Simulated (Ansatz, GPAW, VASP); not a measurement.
BAs: programs and potentials compared

```
As B
1.0
     0.00000    2.38850    2.38850
     2.38850    0.00000    2.38850
     2.38850    2.38850    0.00000
As B
1 1
Cartesian
  3.5827 3.5827 3.5827
  0.0000 0.0000 0.0000
```

Alike in all runs: task single point; functional PBE; k mesh 10 × 10 × 10; occupations gaussian, width 0.015 eV; no spin polarisation; no spin-orbit coupling. Pressure is positive in compression and, in plane waves, holds the error of the finite cutoff.

```json
{"program and potentials": "VASP, PBE PAW files As, B, 520 eV", "plane-wave cutoff (eV)": "520", "notes": "-", "band gap (eV)": "1.18", "pressure (GPa)": "3.43"}
{"program and potentials": "GPAW, GPAW PAW data sets (gpaw-data 1.2.1)", "plane-wave cutoff (eV)": "800", "notes": "-", "band gap (eV)": "1.18", "pressure (GPa)": "3.28"}
{"program and potentials": "Ansatz, all-electron LAPW, scalar-relativistic", "plane-wave cutoff (eV)": "-", "notes": "-", "band gap (eV)": "1.19", "pressure (GPa)": "2.73"}
```

The band gap spans 1.18 (VASP, PBE PAW files As, B, 520 eV) to 1.19 eV (Ansatz, all-electron LAPW, scalar-relativistic), with all-electron results at 1.19. The pressure spans 2.73 (Ansatz, all-electron LAPW, scalar-relativistic) to 3.43 GPa (VASP, PBE PAW files As, B, 520 eV), with all-electron results at 2.73. Spin-orbit coupling, left out here, moves the band edges of heavy atoms. The gap is indirect and read on the mesh alone.

The functional is the same throughout but for its coding, so the spread measures potentials, basis and numerics; runs on potential files found faulty are left out.

All three runs give boron arsenide nearly the same indirect gap, so the choice of potential hardly matters for it. The band edges are valence states of a strongly covalent network, with bonding p character at the top of the valence band, and are well described once the scattering of the valence electrons is right. The gap nevertheless lies well below the measured one, as expected of a semilocal functional, whose Kohn-Sham gap lacks the derivative discontinuity. Agreement between programs therefore confirms the PBE value, not the true gap.

The pressure is positive throughout, so the PBE equilibrium volume is larger than that of this cell, which is close to the experimental one. This fits the functional's usual underbinding. The pressure differs more between programs than the gap does, being a volume derivative of the total energy; since an incomplete plane-wave basis normally lowers the computed pressure, the excess over the all-electron value probably stems from the potentials or from the all-electron numerics.
